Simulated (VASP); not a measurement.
Input of a VASP 6.6.1 run:

File POSCAR:

```
TiPbO3
1.0
    3.8415722646      0.0000000000      0.0000000000
    0.0000000000      3.8415722646      0.0000000000
    0.0000000000      0.0000000000      4.7472252996
  Ti              Pb              O
     1     1     3
Direct
     0.5000000000000000    0.5000000000000000    0.5171710937228444
     0.0000000000000000    0.0000000000000000    0.9605256379838100
     0.5000000000000000    0.5000000000000000    0.1490638185560769
     0.5000000000000000    0.0000000000000000    0.6272197248686413
     0.0000000000000000    0.5000000000000000    0.6272197248686413
```

Contents of INCAR.step1:

```
SYSTEM = TiPbO3
  PREC = Accurate
  ENCUT = 600
  EDIFF = 1E-8
  ISMEAR = 0
  SIGMA = 0.03
  LREAL = .False.
  LASPH = .True.
  NELM = 80
  ALGO = Normal
  ISIF = 3
  LWAVE = .False.
  LCHARG = .False.
  GGA = PE
  KPAR = 2
  IBRION = 2
  NSW = 40
  EDIFFG = -0.002
```

The input INCAR.step2:

```
SYSTEM = TiPbO3
  PREC = Accurate
  ENCUT = 600
  EDIFF = 1E-8
  ISMEAR = 0
  SIGMA = 0.03
  LREAL = .False.
  LASPH = .True.
  NELM = 80
  ALGO = Normal
  ISIF = 2
  LWAVE = .False.
  LCHARG = .False.
  GGA = PE
  KPAR = 2
  IBRION = 6
  NFREE = 2
  POTIM = 0.015
  NSW = 1
```

File KPOINTS:

```
regular mesh
0
Gamma
  8 8 8
  0 0 0
```

Potentials or basis: VASP PAW PBE potentials, release 64 (Ti_sv, Pb_d, O).

Launch:

```bash
$ cat potpaw_PBE.64/Ti_sv/POTCAR potpaw_PBE.64/Pb_d/POTCAR potpaw_PBE.64/O/POTCAR > POTCAR
$ cp INCAR.step1 INCAR
$ mpirun -np 2 vasp_std > vasp.out
$ cp CONTCAR POSCAR
$ cp INCAR.step2 INCAR
$ mpirun -np 2 vasp_std > vasp.out
```

Q: Estimate the highest phonon frequency at Γ, LO-TO splitting left out.

A: 748 cm⁻¹.

Phonon frequencies in cm⁻¹ (negative: imaginary):
```csv
q point,frequencies
"(0.000, 0.000, 0.000)",0 0 0 95 95 168 242 242 256 256 263 400 499 499 748
```

Spin-orbit coupling is left out, which matters for the levels of Pb.
